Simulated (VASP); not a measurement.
# BP (I-4m2) in VASP: a series of runs

The runs below take BP through single point, with PBE.

Everything below comes from runs of VASP 6.6.1. Logs are shortened: lines on timing, memory, paths and dates and some standing lists are left out, and cuts for length are marked.

## 1. The crystal as given

It takes space group I-4m2 (No. 119, tetragonal). Conventional cell: a = 2.859 Å, b = 2.859 Å, c = 5.717 Å, α = 90.00°, β = 90.00°, γ = 90.00°. B (site symmetry -4m2) has 4 P at 2.02 Å as nearest neighbours. Around P (site symmetry -4m2) lie 4 B at 2.02 Å.

Measurements of this composition are mostly on another form, of space group No. 216.

## 2. Single point, PBE

INCAR

```
PREC     = Accurate       # precision mode
ENCUT    = 520            # plane-wave cutoff, eV
EDIFF    = 1E-6           # SCF threshold, eV
ISMEAR   = 0              # smearing method
SIGMA    = 0.05           # smearing width, eV
LREAL    = False          # projectors in reciprocal space
LASPH    = True           # aspherical terms in the spheres
NELM     = 100            # most SCF steps
ALGO     = Fast           # electronic algorithm
ISIF     = 2              # what is computed and relaxed
LWAVE    = False          # write WAVECAR
LCHARG   = True           # write CHGCAR
GGA      = PE             # functional
LELF     = True           # ELF
LVHAR    = True         
NBANDS   = 11             # bands
```

KPOINTS

```
Automatic mesh
0
Gamma
  12 12 12
```

POSCAR

```
BP
1.0
    0.0000000000      2.0215509557      2.8584730513
    2.0215509557      0.0000000000      2.8584730513
    2.0215509557      2.0215509557      0.0000000000
B P
1 1
Direct
    0.0000000000      0.0000000000      0.0000000000
    0.7500000000      0.7500000000      0.7500000000
```

Potentials or basis: VASP PAW PBE potentials, release 64 (B, P).

Started as:

```console
> cat potpaw_PBE.64/B/POTCAR potpaw_PBE.64/P/POTCAR > POTCAR
> mpirun -np 1 vasp_std > vasp.out
```

OUTCAR:

```text
PREC = Accurate
   ENCUT = 520
   EDIFF = 1E-6
   ISMEAR = 0
   LREAL = False
   LASPH = True
   NELM = 100
   ISIF = 2
   GGA = PE

 ion  position               nearest neighbor table
   1  0.000  0.000  0.000-   2 2.02   2 2.02   2 2.02   2 2.02
   2  0.750  0.750  0.750-   1 2.02   1 2.02   1 2.02   1 2.02

  LATTYP: Found a body centered tetragonal cell.
 ALAT       =     2.8589047786
 C/A-ratio  =     1.9996979772

  Lattice vectors:

 A1 = (  -2.0215509557,   0.0000000000,   2.8584730513)
 A2 = (   2.0215509557,   0.0000000000,   2.8584730513)
 A3 = (   0.0000000000,   2.0215509557,  -2.8584730513)

Analysis of symmetry for initial positions (statically):
=====================================================================
 Subroutine PRICEL returns:
 Original cell was already a primitive cell.

 Routine SETGRP: Setting up the symmetry group for a
 body centered tetragonal supercell.

 Subroutine GETGRP returns: Found  8 space group operations
 (whereof  8 operations were pure point group operations)
 out of a pool of 16 trial point group operations.

The static configuration has the point symmetry D_2d.

Analysis of symmetry for dynamics (positions and initial velocities):
=====================================================================
 Subroutine PRICEL returns:
 Original cell was already a primitive cell.

 Routine SETGRP: Setting up the symmetry group for a
 body centered tetragonal supercell.

 Subroutine GETGRP returns: Found  8 space group operations
 (whereof  8 operations were pure point group operations)
 out of a pool of 16 trial point group operations.

The dynamic configuration has the point symmetry D_2d.

 Subroutine INISYM returns: Found  8 space group operations
 (whereof  8 operations are pure point group operations),
 and found     1 'primitive' translations

----------------------------------------------------------------------------------------

                                     Primitive cell

  volume of cell :      23.3633

  direct lattice vectors                    reciprocal lattice vectors
     0.000000000  2.021550956  2.858473051    -0.247334849  0.247334849  0.174918564
     2.021550956  0.000000000  2.858473051     0.247334849 -0.247334849  0.174918564
     2.021550956  2.021550956  0.000000000     0.247334849  0.247334849 -0.174918564

  length of vectors
     3.501076470  3.501076470  2.858904779     0.391082547  0.391082547  0.391082547

  position of ions in fractional coordinates (direct lattice)
     0.000000000  0.000000000  0.000000000
     0.750000000  0.750000000  0.750000000

  ion indices of the primitive-cell ions
   primitive index   ion index
[... 81 lines left out ...]
   ISYM   =      2    0-nonsym 1-usesym 2-fastsym
   POTIM  = 0.5000    time-step for ionic-motion
   TEBEG  =    0.0;   TEEND  =   0.0 temperature during run
   PSTRESS=    0.0 pullay stress
   NELECT =       8.0000    total number of electrons
   NUPDOWN=      -1.0000    fix difference up-down
   EMIN   =  10.00;   EMAX   =-10.00  energy-range for DOS
   EFERMI =   0.00;   METHOD = LEGACY
   ISMEAR =     0;   SIGMA  =   0.05  broadening in eV -4-tet -1-fermi 0-gaus
   EFERMI_NEDOS =   21; number of points for ismear=-14 and -15
   IALGO  =     68    algorithm
   IMIX   =      4    mixing-type and parameters
     AMIX     =   0.40;   BMIX     =  1.00
     AMIX_MAG =   1.60;   BMIX_MAG =  1.00
  volume/ion in A,a.u.               =      11.68        78.83
  Fermi-wavevector in a.u.,A,eV,Ry     =   1.145320  2.164342 17.847562  1.311759
  Thomas-Fermi vector in A             =   2.282009
   LORBIT       =      0    0 simple, 1 ext, 2 COOP (PROOUT), +10 PAW based schemes
   GGA     = PE    functional components
   LHFCALC =     F    Hartree Fock is set to
   AEXX    =    0.0000 exact exchange contribution
   IVDW    =     0    specifies the selected vdW correction
   LEPSILON=     F    determine dielectric tensor
   LRPA    =     F    only Hartree local field effects (RPA)
 non-spin polarized calculation
 RMM-DIIS sequential band-by-band and
 Gauss-broadening in eV      SIGMA  =   0.05
  energy-cutoff  :      520.00
  volume of cell :       23.36
 maximum number of plane-waves:       656
 NGX is ok and might be reduce to    28

 number of electron       8.0000000 magnetization

 Free energy of the ion-electron system (eV)
  ---------------------------------------------------
  ext. energy  EPLUGINS =         0.00000000
  ---------------------------------------------------
  free energy    TOTEN  =       -11.10178589 eV

  energy without entropy =      -11.10126927  energy(sigma->0) =      -11.10152758

 E-fermi :   8.3373     XC(G=0): -11.0594

 val. band max:        8.2975475494   @ k =   0.2500   0.0000   0.0833
 cond. band min:       8.3542533063   @ k =  -0.1667   0.2500   0.0833
 fundamental gap:      0.0567057569
 Fermi energy:         8.3373262701

 k-point     1 :       0.0000    0.0000    0.0000
  band No.  band energies     occupation
      1      -7.9764      2.00000
      2       4.4378      2.00000
      3       9.2633      0.00000
      4       9.2633      0.00000
      5      10.6015      0.00000
      6      11.0962      0.00000
      7      11.0962      0.00000
      8      12.4680      0.00000
      9      17.5911      0.00000
     10      18.7192      0.00000
     11      19.6900      0.00000
[... 309 lines left out ...]
 k-point    24 :      -0.4167    0.1667    0.0000
  band No.  band energies     occupation
      1      -4.1849      2.00000
      2      -1.1335      2.00000
      3       1.6333      2.00000
      4       8.2298      1.99765
      5       9.9734      0.00000
      6      14.5036      0.00000
      7      15.0377      0.00000
      8      16.5846      0.00000
      9      20.6446      0.00000
     10      21.5181      0.00000
     11      22.0292      0.00000

 [... further k-points ...]
[... 5 lines left out ...]
  --------------------------------------------------------------------------------------
  -------------------------------------------------------------------------------------
  Total        4.3789868      4.3789868     -9.1773472      0.0000000     -0.0000000      0.0000000
  in kB      300.2968186    300.2968186   -629.3529325      0.0000000     -0.0000000      0.0000000
  external PRESSURE =      -9.5864318 kB  Pullay stress =       0.0000000 kB

 VOLUME and BASIS-vectors are now :
 -----------------------------------------------------------------------------
  energy-cutoff  :      520.00
  volume of cell :       23.36
      direct lattice vectors                 reciprocal lattice vectors
     0.000000000  2.021550956  2.858473051    -0.247334849  0.247334849  0.174918564
     2.021550956  0.000000000  2.858473051     0.247334849 -0.247334849  0.174918564
     2.021550956  2.021550956  0.000000000     0.247334849  0.247334849 -0.174918564

 POSITION                                       TOTAL-FORCE (eV/Angst)
 -----------------------------------------------------------------------------------
      0.00000      0.00000      0.00000        -0.000000     -0.000000     -0.000000
      3.03233      3.03233      4.28771         0.000000      0.000000      0.000000
 -----------------------------------------------------------------------------------
    total drift:                                0.000000      0.000000      0.000000

  FREE ENERGIE OF THE ION-ELECTRON SYSTEM (eV)
  ---------------------------------------------------
  free  energy   TOTEN  =       -11.1017858936 eV

  energy  without entropy=      -11.1012692742  energy(sigma->0) =      -11.10152758
```

OSZICAR:

```text
N       E                     dE             d eps       ncg     rms          rms(c)
DAV:   1     0.941415955365E+01    0.94142E+01   -0.39689E+03  3586   0.656E+02
DAV:   2    -0.109149836678E+02   -0.20329E+02   -0.19475E+02  4834   0.104E+02
DAV:   3    -0.115488828701E+02   -0.63390E+00   -0.62719E+00  4529   0.158E+01
DAV:   4    -0.115514788246E+02   -0.25960E-02   -0.25955E-02  4215   0.117E+00
DAV:   5    -0.115514914346E+02   -0.12610E-04   -0.12610E-04  4435   0.817E-02    0.661E+00
RMM:   6    -0.111560121768E+02    0.39548E+00   -0.22098E-01  3620   0.244E+00    0.344E+00
RMM:   7    -0.111087038795E+02    0.47308E-01   -0.49934E-02  3900   0.130E+00    0.149E+00
RMM:   8    -0.111017034068E+02    0.70005E-02   -0.11612E-02  4103   0.730E-01    0.160E-01
RMM:   9    -0.111017949470E+02   -0.91540E-04   -0.10630E-03  4213   0.231E-01    0.445E-02
RMM:  10    -0.111017824978E+02    0.12449E-04   -0.13731E-04  4283   0.929E-02    0.349E-02
RMM:  11    -0.111017867956E+02   -0.42978E-05   -0.19718E-05  4201   0.362E-02    0.927E-03
RMM:  12    -0.111017858936E+02    0.90192E-06   -0.55109E-06  4299   0.166E-02
   1 F= -.11101786E+02 E0= -.11101528E+02  d E =-.516619E-03
```

stdout:

```text
POSCAR found type information on POSCAR B P
 POSCAR found :  2 types and       2 ions
 scaLAPACK will be used
 LDA part: xc-table for (Slater+PW92), standard interpolation
 POSCAR, INCAR and KPOINTS ok, starting setup
 FFT: planning ... GRIDC
 FFT: planning ... GRID_SOFT
 FFT: planning ... GRID
 WAVECAR not read
 entering main loop
```

Run time: 28 s. Hardware: 1 thread of Intel Xeon Platinum 8488C (Sapphire Rapids), shared host; peak memory 0.16 GiB.

What came out:

```
Free energy            : -11.1018 eV
Pressure               : -1.0 GPa
Band gap on the k mesh : none (metal or under the smearing width)
```

## 3. Single point, PBE

This run uses another cell than the first one, of the same volume but with other edges.

INCAR

```
SYSTEM = BP
  ALGO = Normal
  EDIFF = 1E-7
  ENCUT = 520
  GGA = PE
  ISIF = 2
  ISMEAR = 0
  LASPH = .TRUE.
  LCHARG = .FALSE.
  LREAL = .FALSE.
  LWAVE = .FALSE.
  NBANDS = 11
  NELM = 100
  PREC = Accurate
  SIGMA = 0.05
```

KPOINTS

```
k-points
0
G
  12 12 12
  0 0 0
```

POSCAR

```
BP
1.0
    0.0000000000      2.3953088586      2.0360125298
    2.3953088586      0.0000000000      2.0360125298
    2.3953088586      2.3953088586      0.0000000000
B P
1 1
Direct
    0.0000000000      0.0000000000      0.0000000000
    0.7500000000      0.7500000000      0.7500000000
```

Potentials or basis: VASP PAW PBE potentials, release 64 (B, P).

Started as:

```console
> cat potpaw_PBE.64/B/POTCAR potpaw_PBE.64/P/POTCAR > POTCAR
> mpirun -np 1 vasp_std > vasp.out
```

OUTCAR:

```text
SYSTEM = BP
   EDIFF = 1E-7
   ENCUT = 520
   GGA = PE
   ISIF = 2
   ISMEAR = 0
   LASPH = .TRUE.
   LREAL = .FALSE.
   NELM = 100
   PREC = Accurate

 ion  position               nearest neighbor table
   1  0.000  0.000  0.000-   2 1.98   2 1.98   2 1.98   2 1.98
   2  0.750  0.750  0.750-   1 1.98   1 1.98   1 1.98   1 1.98

  LATTYP: Found a body centered tetragonal cell.
 ALAT       =     3.3874782739
 C/A-ratio  =     1.2020815280

  Lattice vectors:

 A1 = (   0.0000000000,  -2.3953088586,  -2.0360125298)
[... 515 lines left out ...]
      7      14.4952      0.00000
      8      16.3576      0.00000
      9      19.7961      0.00000
     10      20.8330      0.00000
     11      24.3698      0.00000

 [... further k-points ...]
[... 5 lines left out ...]
  --------------------------------------------------------------------------------------
  -------------------------------------------------------------------------------------
  Total       -1.5359052     -1.5359052      3.0850959      0.0000000      0.0000000      0.0000000
  in kB     -105.3274381   -105.3274381    211.5659447      0.0000000      0.0000000      0.0000000
  external PRESSURE =       0.3036895 kB  Pullay stress =       0.0000000 kB

 VOLUME and BASIS-vectors are now :
 -----------------------------------------------------------------------------
  energy-cutoff  :      520.00
  volume of cell :       23.36
      direct lattice vectors                 reciprocal lattice vectors
     0.000000000  2.395308859  2.036012530    -0.208741348  0.208741348  0.245578056
     2.395308859  0.000000000  2.036012530     0.208741348 -0.208741348  0.245578056
     2.395308859  2.395308859  0.000000000     0.208741348  0.208741348 -0.245578056

 POSITION                                       TOTAL-FORCE (eV/Angst)
 -----------------------------------------------------------------------------------
      0.00000      0.00000      0.00000         0.000000      0.000000      0.000000
      3.59296      3.59296      3.05402        -0.000000     -0.000000     -0.000000
 -----------------------------------------------------------------------------------
    total drift:                                0.000000      0.000000      0.000000

  FREE ENERGIE OF THE ION-ELECTRON SYSTEM (eV)
  ---------------------------------------------------
  free  energy   TOTEN  =       -12.6426575348 eV

  energy  without entropy=      -12.6422244762  energy(sigma->0) =      -12.64244101
```

OSZICAR:

```text
N       E                     dE             d eps       ncg     rms          rms(c)
DAV:   1     0.929878505136E+01    0.92988E+01   -0.38898E+03  3594   0.650E+02
DAV:   2    -0.126921496141E+02   -0.21991E+02   -0.21210E+02  4737   0.110E+02
DAV:   3    -0.133013817850E+02   -0.60923E+00   -0.60779E+00  4530   0.157E+01
DAV:   4    -0.133037180637E+02   -0.23363E-02   -0.23361E-02  4111   0.115E+00
DAV:   5    -0.133037299202E+02   -0.11857E-04   -0.11857E-04  4465   0.812E-02    0.707E+00
DAV:   6    -0.127310161116E+02    0.57271E+00   -0.13740E+00  4094   0.496E+00    0.380E+00
DAV:   7    -0.126500822807E+02    0.80934E-01   -0.19767E-01  4466   0.223E+00    0.135E+00
DAV:   8    -0.126422775960E+02    0.78047E-02   -0.24343E-02  4142   0.880E-01    0.202E-01
DAV:   9    -0.126425080017E+02   -0.23041E-03   -0.64423E-04  4266   0.173E-01    0.132E-01
DAV:  10    -0.126426508714E+02   -0.14287E-03   -0.22240E-04  4129   0.940E-02    0.338E-02
DAV:  11    -0.126426565348E+02   -0.56634E-05   -0.65154E-06  4644   0.171E-02    0.317E-02
DAV:  12    -0.126426576284E+02   -0.10936E-05   -0.44549E-06  4066   0.109E-02    0.131E-02
DAV:  13    -0.126426575348E+02    0.93629E-07   -0.10376E-07  3066   0.213E-03
   1 F= -.12642658E+02 E0= -.12642441E+02  d E =-.433059E-03
```

stdout:

```text
POSCAR found type information on POSCAR B P
 POSCAR found :  2 types and       2 ions
 scaLAPACK will be used
 LDA part: xc-table for (Slater+PW92), standard interpolation
 POSCAR, INCAR and KPOINTS ok, starting setup
 FFT: planning ... GRIDC
 FFT: planning ... GRID_SOFT
 FFT: planning ... GRID
 WAVECAR not read
 entering main loop
```

Run time: 19 s. Hardware: 1 thread of Intel Xeon Platinum 8488C (Sapphire Rapids), shared host; peak memory 0.17 GiB.

What came out:

- Free energy: -12.6427 eV
- Pressure: 0.0 GPa
- Band gap on the k mesh: none (metal or under the smearing width)
